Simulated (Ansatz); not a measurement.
Set up this calculation in Ansatz 0.2.0, as the native input.

- Task: band structure
- Functional: HF
- Potentials or basis: Ansatz PAW
- Cutoff: 420 eV (not typed: the program's choice for these potentials)
- k mesh: 4 × 4 × 4
- Occupations: fermi-dirac, width 0.05 eV
- Spin: no spin polarisation
- Path: [["G", "X", "W", "K", "G", "L", "U", "W", "L", "K"], ["U", "X"]]
- Points for each segment of the path: 4

The system is MgSe.

```xyz
2
Lattice="0.0000 2.7255 2.7255 2.7255 0.0000 2.7255 2.7255 2.7255 0.0000" Properties=species:S:1:pos:R:3 pbc="T T T"
Se    2.7255    2.7255    2.7255
Mg    0.0000    0.0000    0.0000
```

One way to write it, as run:

input

```
crystal:
  lattice:
    - [0.0, 2.7255, 2.7255]
    - [2.7255, 0.0, 2.7255]
    - [2.7255, 2.7255, 0.0]
  atoms:
    - { symbol: Se, position: [0.5, 0.5, 0.5] }
    - { symbol: Mg, position: [0.0, 0.0, 0.0] }
hamiltonian:
  xc: hf
  pseudopotentials: { kind: paw }
kpoints:
  mp_grid: { grid: [4, 4, 4] }
  band_path:
    path:
      - [[0.0, 0.0, 0.0], [0.5, 0.0, 0.5], [0.5, 0.25, 0.75], [0.375, 0.375, 0.75], [0.0, 0.0, 0.0], [0.5, 0.5, 0.5], [0.625, 0.25, 0.625], [0.5, 0.25, 0.75], [0.5, 0.5, 0.5], [0.375, 0.375, 0.75]]
      - [[0.625, 0.25, 0.625], [0.5, 0.0, 0.5]]
    npoints: 4
scf:
  occupations: { method: fermi_dirac, width: 0.05 }
  n_extra_bands: 6
output:
  forces: true
  stress: true
  eigenvalues: true
  fatbands: false
```

Results of the run:

The pressure is 5.0 GPa, the band gap on the k mesh is 8.73 eV, indirect (least direct gap 10.30 eV) and the band gap along the path is 8.73 eV, indirect (least direct gap 10.30 eV).

Caveat: the k mesh is coarse (spacing up to 0.50 Å⁻¹), so the values aren't converged, least of all with exact exchange; the PAW data sets come from PBE, with cores solved anew for the run's functional, which leaves a small shift of forces and pressure; the thresholds are loose for stress.

Wall time 16 s on 1 × NVIDIA H100 80GB HBM3 with 2 threads of AMD EPYC 7R13 Processor (Zen 3), with other jobs on the host, peak memory 1.5 GiB.
